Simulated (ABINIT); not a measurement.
The system is BN.

```
CELL_PARAMETERS angstrom
1.25112 0.72234 3.37293
-1.25112 0.72234 3.37293
0.00000 -1.44467 3.37293
ATOMIC_POSITIONS crystal
N 0.66724 0.66724 0.66724
B 0.00033 0.00033 0.00033
```

The cell is a database's computed one.

Base run:

| Property | Result |
| --- | --- |
| Program | ABINIT 10.8.3 (patched build) |
| Functional | PBEsol |
| Potentials or basis | JTH PAW PBE v2.0 |
| Cutoff | 844 eV |
| k mesh | 12 × 12 × 12 |
| Occupations | fermi-dirac, width 0.05 eV |
| Spin | no spin polarisation |

Its results: band gap on the k mesh 4.17 eV, indirect (least direct gap 4.62 eV); pressure 1.0 GPa.

Problem. The run is repeated on the same cell with these changes: functional from PBEsol to LDA. What comes out?

Solution. Band gap on the k mesh 4.10 eV, indirect (least direct gap 4.56 eV); pressure -3.8 GPa.

LDA binds more tightly than PBEsol, so the same cell stands under less pressure.

Caveats: the PAW data sets were made with another functional, which shifts forces and pressure a little; the atomic spheres overlap.

A k mesh can miss the band edges.
